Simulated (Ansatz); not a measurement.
## LiH: pressure against volume ratio

All results are calculated (Ansatz 0.2.0). Plane-wave density functional theory, PAW datasets, Gaussian smearing 0.05 eV: equation of state, the given cell scaled in volume with shape and atoms relaxed at each volume.

The cell before it is scaled or strained (space group Fm-3m, No. 225):
```
LiH
1.0
      0.0000     2.0042     2.0042
      2.0042     0.0000     2.0042
      2.0042     2.0042     0.0000
Li H
1 1
Direct
  0.00000 0.00000 0.00000
  0.50000 0.50000 0.50000
```

Settings of every row: paw set soft_2; functional PBE; spin treatment none; moment partition spheres; spin axis none; wave cutoff 420 eV; k mesh 14x14x14; symmetry use detected.

Atom hubbard u: 0 on all atoms.

| row | volume ratio | V (Å³/atom) | pressure (GPa) | energy above given cell (meV per atom) |
| --- | --- | --- | --- | --- |
| 1 | 0.96 | 7.729 | 1.541 | 1.46 |
| 2 | 0.98 | 7.89 | 0.716 | 0.33 |
| 3 | 1 | 8.051 | ? | ? |
| 4 | 1.02 | 8.212 | -0.734 | 0.39 |
| 5 | 1.04 | 8.373 | -1.371 | 1.46 |

Question: what pressure should row 3 give?

Worked fit of pressure. Take u = (V_r/V)^(2/3) − 1 with V_r = 8.051 Å³ an atom, which is twice the finite (Eulerian) strain; such expansions in the strain, on which the Birch-Murnaghan equation of state is built, carry the rest volume and the bulk modulus. The shown rows have u = 0.02758, 0.01356, -0.01311, -0.02581. Least squares give pressure = −0.0406 + 54.344 × u + 108.6 × u² GPa; a straight line predicts inner rows, each left out in turn, worse (root mean square 0.045 against 0.00082 GPa). All shown rows lie on it to the printed digit. The pressure vanishes at u = 0.0007, or V = 8.042 Å³ an atom, and there the bulk modulus with shape and atoms relaxed is B = −V dP/dV = (2/3)(1 + u) dP/du = 36.4 GPa. The withheld row has u = 0, so the fit gives −0.0406 + 54.344 × (0) + 108.6 × (0)² = -0.041 GPa.

The calculation gave -0.04 GPa. The fit lies 0.001 GPa (2.5 % of the value, 0.034 % of the column's range) below it, one unit of the last digit.

The other values of row 3: energy above given cell 0 meV per atom.
